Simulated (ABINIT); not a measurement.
# MoS2 (P-3m1) in ABINIT: reference runs

How does MoS2 come out in PBE? The cell is run as given and disturbed.

All numbers are computed with ABINIT 10.8.3 (patched build); they aren't measurements. Logs are shortened: lines on timing, memory, paths and dates and some standing lists are left out, and cuts for length are marked. The log counts tension as positive stress, the text compression.

### Step 1. The crystal as given

The structure is trigonal, space group P-3m1 (No. 164). The conventional cell has a = 3.227 Å, b = 3.227 Å, c = 6.312 Å, α = 90.00°, β = 90.00°, γ = 120.00°. Mo (site symmetry -3m) is surrounded by 6 S at 2.42 Å. S (site symmetry 3m) has 3 Mo at 2.42 Å as nearest neighbours.

Measurements of this composition are mostly on another form, of space group No. 194.

### Step 2. Single point, PBE

run.abi

```
# Pseudopotentials
pp_dirpath "./"
pseudos "Mo.GGA_PBE-JTH.xml, S.GGA_PBE-JTH.xml"

# Structure
acell 6.0990240984 6.0990240983 11.9288459328
rprim
     1.0000000000     0.0000000000     0.0000000000
    -0.5000000000     0.8660254038     0.0000000000
     0.0000000000     0.0000000000     1.0000000000
ntypat 2
znucl 42 16
natom 3
typat 1 2 2
xred
     0.0000000000     0.0000000000     0.5000000000
     0.6666666667     0.3333333333     0.7446806800
     0.3333333333     0.6666666667     0.2553193200

# Plane-wave basis
ecut 20.0
pawecutdg 40.0
pawxcdev 0

# k points
kptopt 1
ngkpt 9 9 4
nshiftk 1
shiftk 0.0 0.0 0.0

# Exchange and correlation
ixc 11

# Bands and occupations
nband 17
occopt 3
tsmear 0.05 eV

# SCF cycle
nstep 100
tolvrs 1.0e-9

# Output
iomode 3
prtwf 0
prtden 0
prteig 0
prtebands 0
enunit 2
```

Potentials or basis: JTH PAW PBE v2.0.

The run is started by

```sh
> abinit run.abi > log 2>&1
```

run.abo:

```text
.Version 10.8.3 of ABINIT
 Symmetries : space group P-3 m 1 (#164); Bravais hP (primitive hexag.)
================================================================================
 Values of the parameters that define the memory need of the present run
     intxc =       0    ionmov =       0      iscf =      17    lmnmax =      18
     lnmax =       6     mgfft =      50  mpssoang =       3    mqgrid =    3397
     natom =       3  nloc_mem =       2    nspden =       1   nspinor =       1
    nsppol =       1      nsym =      12    n1xccc =       1    ntypat =       2
    occopt =       3   xclevel =       2
       mpw =        1662          nfft =       36450          nkpt =          43
 PAW method is used; the additional fine FFT grid is defined by:
   mgfftf=        72    nfftf =     93312
================================================================================
================================================================================

--------------------------------------------------------------------------------
------------- Echo of variables that govern the present computation ------------
--------------------------------------------------------------------------------
 -outvars: echo values of preprocessed input variables --------
            acell      6.0990240984E+00  6.0990240983E+00  1.1928845933E+01 Bohr
              amu      9.59400000E+01  3.20660000E+01
             ecut      2.00000000E+01 Hartree
           enunit           2
              ixc          11
         kptrlatt        9    0    0      0    9    0      0    0    4
          kptrlen      4.77153837E+01
            natom           3
            nband          17
            ngfft          27      27      50
          ngfftdg          36      36      72
             nkpt          43
            nstep         100
             nsym          12
           ntypat           2
           occopt           3
        pawecutdg      4.00000000E+01 Hartree
         pawxcdev           0
           prtden           0
        prtebands           0
           prteig           0
            prtwf           0
            rprim      1.0000000000E+00  0.0000000000E+00  0.0000000000E+00
                      -5.0000000000E-01  8.6602540380E-01  0.0000000000E+00
                       0.0000000000E+00  0.0000000000E+00  1.0000000000E+00
          spgroup         164
           tolvrs      1.00000000E-09
           tsmear      1.83746611E-03 Hartree
            typat      1  2  2
           useylm           1
           xangst      0.0000000000E+00  0.0000000000E+00  3.1562367079E+00
                       1.6137322797E+00  9.3168876610E-01  4.7007769957E+00
                       1.7638868755E-11  1.8633775322E+00  1.6116964200E+00
            xcart      0.0000000000E+00  0.0000000000E+00  5.9644229664E+00
                       3.0495120492E+00  1.7606366025E+00  8.8831811009E+00
                       3.3332631118E-11  3.5212732050E+00  3.0456648319E+00
             xred      0.0000000000E+00  0.0000000000E+00  5.0000000000E-01
                       6.6666666667E-01  3.3333333333E-01  7.4468068000E-01
                       3.3333333333E-01  6.6666666667E-01  2.5531932000E-01
            znucl       42.00000   16.00000

================================================================================

 chkinp: Checking input parameters for consistency.

================================================================================
== DATASET  1 ==================================================================

--- !DatasetInfo
iteration_state: {dtset: 1, }
dimensions: {natom: 3, nkpt: 43, mband: 17, nsppol: 1, nspinor: 1, nspden: 1, mpw: 1662, }
cutoff_energies: {ecut:  20.0, pawecutdg:  40.0, }
electrons: {nelect:   2.60000000E+01, charge:   0.00000000E+00, occopt:   3.00000000E+00, tsmear:   1.83746611E-03, }
meta: {optdriver: 0, ionmov: 0, optcell: 0, iscf: 17, paral_kgb: 0, }
...

 Exchange-correlation functional for the present dataset will be:
  GGA: Perdew-Burke-Ernzerhof functional - ixc=11
  J.P.Perdew, K.Burke, M.Ernzerhof, PRL 77, 3865 (1996)

 Real(R)+Recip(G) space primitive vectors, cartesian coordinates (Bohr,Bohr^-1):
 R(1)=  6.0990241  0.0000000  0.0000000  G(1)=  0.1639607  0.0946627  0.0000000
 R(2)= -3.0495120  5.2819098  0.0000000  G(2)=  0.0000000  0.1893255  0.0000000
 R(3)=  0.0000000  0.0000000 11.9288459  G(3)=  0.0000000  0.0000000  0.0838304
 Unit cell volume ucvol=  3.8428175E+02 bohr^3
 Angles (23,13,12)=  9.00000000E+01  9.00000000E+01  1.20000000E+02 degrees

 Coarse grid specifications (used for wave-functions):

 getcut: wavevector=  0.0000  0.0000  0.0000  ngfft=  27  27  50
         ecut(hartree)=     20.000   => boxcut(ratio)=   2.08205

 Fine grid specifications (used for densities):

 getcut: wavevector=  0.0000  0.0000  0.0000  ngfft=  36  36  72
         ecut(hartree)=     40.000   => boxcut(ratio)=   2.07323

--- Pseudopotential description ------------------------------------------------
- pspini: atom type   1  psp file is ./Mo.GGA_PBE-JTH.xml
 Pseudopotential format is: paw10
 basis_size (lnmax)=  6 (lmn_size= 18), orbitals=   0   0   1   1   2   2
 Spheres core radius: rc_sph= 2.20740211
 Shapefunction is SIN type: shapef(r)=[sin(pi*r/rshp)/(pi*r/rshp)]**2
 Radius for shape functions =  1.91008465
 Compensation charge density is not taken into account in XC energy/potential

- pspini: atom type   2  psp file is ./S.GGA_PBE-JTH.xml
 Pseudopotential format is: paw10
 basis_size (lnmax)=  4 (lmn_size=  8), orbitals=   0   0   1   1
 Spheres core radius: rc_sph= 1.90380259
 Shapefunction is SIN type: shapef(r)=[sin(pi*r/rshp)/(pi*r/rshp)]**2
 Radius for shape functions =  1.40128485
 Compensation charge density is not taken into account in XC energy/potential

   8.88596673E+02                                ecore*ucvol(ha*bohr**3)
--------------------------------------------------------------------------------

================================================================================

--- !BeginCycle
iteration_state: {dtset: 1, }
solver: {iscf: 17, nstep: 100, nline: 4, wfoptalg: 10, }
tolerances: {tolvrs: 1.00E-09, }
...

     iter   Etot(hartree)      deltaE(h)  residm     nres2
 ETOT  1  -89.298651443802    -8.930E+01 3.794E-01 1.539E+01
 ETOT  2  -89.583851734084    -2.852E-01 8.560E-02 9.204E+00
 ETOT  3  -89.560135568753     2.372E-02 2.092E-02 9.636E-01
 ETOT  4  -89.559645223736     4.903E-04 2.524E-03 6.973E-02
 ETOT  5  -89.559624787394     2.044E-05 2.675E-04 2.388E-02
 ETOT  6  -89.559546706372     7.808E-05 4.329E-04 1.922E-03
 ETOT  7  -89.559549449989    -2.744E-06 7.692E-05 5.774E-04
 ETOT  8  -89.559550592729    -1.143E-06 1.353E-04 3.595E-05
 ETOT  9  -89.559550835663    -2.429E-07 3.331E-05 2.587E-06
 ETOT 10  -89.559550877411    -4.175E-08 5.486E-05 2.423E-07
 ETOT 11  -89.559550881242    -3.831E-09 1.329E-05 5.633E-08
 ETOT 12  -89.559550881569    -3.269E-10 2.213E-05 4.080E-09
 ETOT 13  -89.559550881643    -7.432E-11 5.296E-06 4.387E-10

 At SCF step   13       nres2   =  4.39E-10 < tolvrs=  1.00E-09 =>converged.

 Cartesian components of stress tensor (hartree/bohr^3)
  sigma(1 1)= -3.56459026E-06  sigma(3 2)=  0.00000000E+00
  sigma(2 2)= -3.56459028E-06  sigma(3 1)=  0.00000000E+00
  sigma(3 3)= -1.00320529E-04  sigma(2 1)= -5.69276827E-14

--- !ResultsGS
iteration_state: {dtset: 1, }
comment   : Summary of ground state results
lattice_vectors:
- [  6.0990241,   0.0000000,   0.0000000, ]
- [ -3.0495120,   5.2819098,   0.0000000, ]
- [  0.0000000,   0.0000000,  11.9288459, ]
lattice_lengths: [   6.09902,    6.09902,   11.92885, ]
lattice_angles: [ 90.000,  90.000, 120.000, ] # degrees, (23, 13, 12)
lattice_volume:   3.8428175E+02
convergence: {deltae: -7.432E-11, res2:  4.387E-10, residm:  5.296E-06, diffor: null, }
etotal    :  -8.95595509E+01
entropy   :   0.00000000E+00
fermie    :   2.83082277E-01
cartesian_stress_tensor: # hartree/bohr^3
- [ -3.56459026E-06,  -5.69276827E-14,   0.00000000E+00, ]
- [ -5.69276827E-14,  -3.56459028E-06,   0.00000000E+00, ]
- [  0.00000000E+00,   0.00000000E+00,  -1.00320529E-04, ]
pressure_GPa:   1.0538E+00
xred      :
- [  0.0000E+00,   0.0000E+00,   5.0000E-01, Mo]
- [  6.6667E-01,   3.3333E-01,   7.4468E-01,  S]
- [  3.3333E-01,   6.6667E-01,   2.5532E-01,  S]
cartesian_forces: # hartree/bohr
- [ -0.00000000E+00,   6.79715058E-29,  -0.00000000E+00, ]
- [  8.82975761E-29,   1.69928764E-29,   5.59021470E-03, ]
- [ -8.82975761E-29,  -8.49643822E-29,  -5.59021470E-03, ]
force_length_stats: {min:   6.79715058E-29, max:   5.59021470E-03, mean:   3.72680980E-03, }
...

 Integrated electronic density in atomic spheres:
 ------------------------------------------------
 Atom  Sphere_radius  Integrated_density
    1        2.20740         11.22063948
    2        1.90380          3.56761685
    3        1.90380          3.56761685

================================================================================

 ----iterations are completed or convergence reached----

 Mean square residual over all n,k,spin=   84.833E-10; max=  52.956E-07
 reduced coordinates (array xred) for    3 atoms
       0.000000000000      0.000000000000      0.500000000000
       0.666666666667      0.333333333333      0.744680680000
       0.333333333333      0.666666666667      0.255319320000
 rms dE/dt=  3.1436E-02; max dE/dt=  6.6685E-02; dE/dt below (all hartree)
    1       0.000000000000      0.000000000000      0.000000000000
    2      -0.000000000000      0.000000000000     -0.066684809934
    3       0.000000000000      0.000000000000      0.066684809934

 cartesian coordinates (angstrom) at end:
    1      0.00000000000000     0.00000000000000     3.15623670786412
    2      1.61373227972479     0.93168876609547     4.70077699570643
    3      0.00000000001764     1.86337753219094     1.61169642002181

 cartesian forces (hartree/bohr) at end:
    1     -0.00000000000000     0.00000000000000    -0.00000000000000
    2      0.00000000000000     0.00000000000000     0.00559021470385
    3     -0.00000000000000    -0.00000000000000    -0.00559021470385
 frms,max,avg= 2.6352525E-03 5.5902147E-03   0.000E+00  0.000E+00  0.000E+00 h/b

 cartesian forces (eV/Angstrom) at end:
    1     -0.00000000000000     0.00000000000000    -0.00000000000000
    2      0.00000000000000     0.00000000000000     0.28746039790368
    3     -0.00000000000000    -0.00000000000000    -0.28746039790368
 frms,max,avg= 1.3551013E-01 2.8746040E-01   0.000E+00  0.000E+00  0.000E+00 e/A
 length scales=  6.099024098400  6.099024098300 11.928845932800 bohr
              =  3.227464559432  3.227464559379  6.312473415728 angstroms
 Fermi (or HOMO) energy (hartree) =   0.28308   Average Vxc (hartree)=  -0.38228
 Eigenvalues (hartree) for nkpt=  43  k points:
 kpt#   1, nband= 17, wtk=  0.00309, kpt=  0.0000  0.0000  0.0000 (reduced coord)
  -1.98802   -1.03315   -1.03246   -1.03246   -0.26232   -0.20930    0.03869    0.13545
   0.13545    0.21563    0.24451    0.24847    0.24847    0.27131    0.27131    0.40023
   0.40023
      occupation numbers for kpt#   1
   2.00000    2.00000    2.00000    2.00000    2.00000    2.00000    2.00000    2.00000
   2.00000    2.00000    2.00000    2.00000    2.00000    1.99671    1.99671    0.00000
   0.00000
 prteigrs : prtvol=0 or 1, do not print more k-points.

 Fermi (or HOMO) energy (eV) =   7.70306   Average Vxc (eV)= -10.40228
 Eigenvalues (   eV  ) for nkpt=  43  k points:
 kpt#   1, nband= 17, wtk=  0.00309, kpt=  0.0000  0.0000  0.0000 (reduced coord)
 -54.09679  -28.11355  -28.09470  -28.09470   -7.13818   -5.69532    1.05274    3.68586
   3.68586    5.86758    6.65354    6.76118    6.76118    7.38266    7.38266   10.89089
  10.89089
 prteigrs : prtvol=0 or 1, do not print more k-points.

--- !EnergyTerms
iteration_state     : {dtset: 1, }
comment             : Components of total free energy in Hartree
kinetic             :  1.85442544504597E+01
hartree             :  3.03616210455575E+01
xc                  : -1.12437193944375E+01
Ewald energy        : -5.70820386635683E+01
psp_core            :  2.31235720361298E+00
local_psp           : -8.51616384039765E+01
PAW spherical_terms :  1.27099415936858E+01
internal            : -8.95592221686662E+01
'-kT*entropy'       : -3.25364631971476E-04
total_energy        : -8.95595475332982E+01
total_energy_eV     : -2.43703943994387E+03
...

--- !EnergyTermsDC
iteration_state     : {dtset: 1, }
comment             : '"Double-counting" decomposition of free energy'
band_energy         : -8.91361502738730E+00
Ewald energy        : -5.70820386635683E+01
psp_core            :  2.31235720361298E+00
xc_dc               : -2.89904308392780E+01
PAW spherical_terms :  3.11450180960967E+00
internal            : -8.95592255170109E+01
'-kT*entropy'       : -3.25364631971476E-04
total_energy_dc     : -8.95595508816429E+01
total_energy_dc_eV  : -2.43703953105697E+03
...

--- !EnergyTermsWithPAWCore
iteration_state     : {dtset: 1, }
comment             : 'Components of total free energy, including PAW core contributions'
Total energy        : -4.84747986932484E+03
Total energy DC     : -4.84747987267318E+03
Total energy (eV)   : -1.31906647043816E+05
Total energy DC (eV): -1.31906647134929E+05
...

 Cartesian components of stress tensor (hartree/bohr^3)
  sigma(1 1)= -3.56459026E-06  sigma(3 2)=  0.00000000E+00
  sigma(2 2)= -3.56459028E-06  sigma(3 1)=  0.00000000E+00
  sigma(3 3)= -1.00320529E-04  sigma(2 1)= -5.69276827E-14

-Cartesian components of stress tensor (GPa)         [Pressure=  1.0538E+00 GPa]
- sigma(1 1)= -1.04873866E-01  sigma(3 2)=  0.00000000E+00
- sigma(2 2)= -1.04873867E-01  sigma(3 1)=  0.00000000E+00
- sigma(3 3)= -2.95153187E+00  sigma(2 1)= -1.67487025E-09

== END DATASET(S) ==============================================================
================================================================================

 -outvars: echo values of variables after computation  --------
            acell      6.0990240984E+00  6.0990240983E+00  1.1928845933E+01 Bohr
           etotal     -8.9559550882E+01
            fcart     -0.0000000000E+00  6.7971505794E-29 -0.0000000000E+00
                       8.8297576127E-29  1.6992876448E-29  5.5902147039E-03
                      -8.8297576127E-29 -8.4964382242E-29 -5.5902147039E-03
            rprim      1.0000000000E+00  0.0000000000E+00  0.0000000000E+00
                      -5.0000000000E-01  8.6602540380E-01  0.0000000000E+00
                       0.0000000000E+00  0.0000000000E+00  1.0000000000E+00
           strten     -3.5645902592E-06 -3.5645902781E-06 -1.0032052903E-04
                       0.0000000000E+00  0.0000000000E+00 -5.6927682723E-14
           xangst      0.0000000000E+00  0.0000000000E+00  3.1562367079E+00
                       1.6137322797E+00  9.3168876610E-01  4.7007769957E+00
                       1.7638868755E-11  1.8633775322E+00  1.6116964200E+00
             xred      0.0000000000E+00  0.0000000000E+00  5.0000000000E-01
                       6.6666666667E-01  3.3333333333E-01  7.4468068000E-01
                       3.3333333333E-01  6.6666666667E-01  2.5531932000E-01
 Calculation completed.
```

It took 46 s on 1 thread of Arm Neoverse V2, shared host; peak memory 0.14 GiB.

What came out:

```
Free energy                                           : -2437.0395 eV
Pressure                                              : 1.1 GPa
Largest force                                         : 0.287 eV/Å
Band gap on the k mesh                                : none (metal or under the smearing width)
Valence electrons inside the program's atomic spheres : Mo 11.22; S 3.57
```

Forces in eV/Å, atoms in the order of the input:
```
Mo   0.000  0.000  0.000
S    0.000  0.000  0.287
S    0.000  0.000 -0.287
```

Caveat: this functional lacks dispersion, which binds the layers, so the pressure and a relaxed spacing across them are unreliable.

### Step 3. Single point, PBE (atoms moved at random, drawn with an rms of 0.05 Å)

Edit run.abi of step 2 so:

```diff
@@ -5,3 +5,3 @@
 # Structure
-acell 6.0990240984 6.0990240983 11.9288459328
+acell 3.2274645616 3.2274645615 6.31247342 Angstrom
 rprim
@@ -14,6 +14,9 @@
 typat 1 2 2
-xred
-     0.0000000000     0.0000000000     0.5000000000
-     0.6666666667     0.3333333333     0.7446806800
-     0.3333333333     0.6666666667     0.2553193200
+xcart
+     0.0102068567    -0.0510574761     3.1517990412
+     1.5960538437     0.9006737793     4.7232261744
+    -0.0310820975     1.9198667550     1.5943035368 Angstrom
+chkprim 0
+chksymtnons 0
+tolsym 1.0e-6
```

Potentials or basis: JTH PAW PBE v2.0.

The run is started by

```sh
> abinit run.abi > log 2>&1
```

It took 2.8 min on 1 thread of Arm Neoverse V2, shared host; peak memory 0.24 GiB.

It converged, with:

| Quantity | Value |
| --- | --- |
| Free energy | -2437.0129 eV |
| Pressure | -0.3 GPa |
| Largest force | 0.568 eV/Å |
| Band gap on the k mesh | none (metal or under the smearing width) |
| Valence electrons inside the program's atomic spheres | Mo 11.23; S 3.57, 3.58 |

Forces in eV/Å, atoms in the order of the input:
```
Mo  -0.260  0.379  0.267
S    0.057  0.131 -0.123
S    0.203 -0.510 -0.144
```

Stress tensor (GPa, compression positive):
```
 0.15 -0.43 -0.66
-0.43 -1.75  2.75
-0.66  2.75  0.63
```

Levels at points of the mesh, in eV from the Fermi level:
```
           k point  band 10  band 11  band 12  band 13  band 14  band 15  band 16  band 17
(0.00, 0.00, 0.00)    -1.81    -1.19    -1.04    -0.97    -0.17    -0.10     2.94     3.21
(0.00, 0.00, 0.50)    -3.52    -1.10    -0.98    -0.33    -0.21    -0.01     3.10     3.36
```
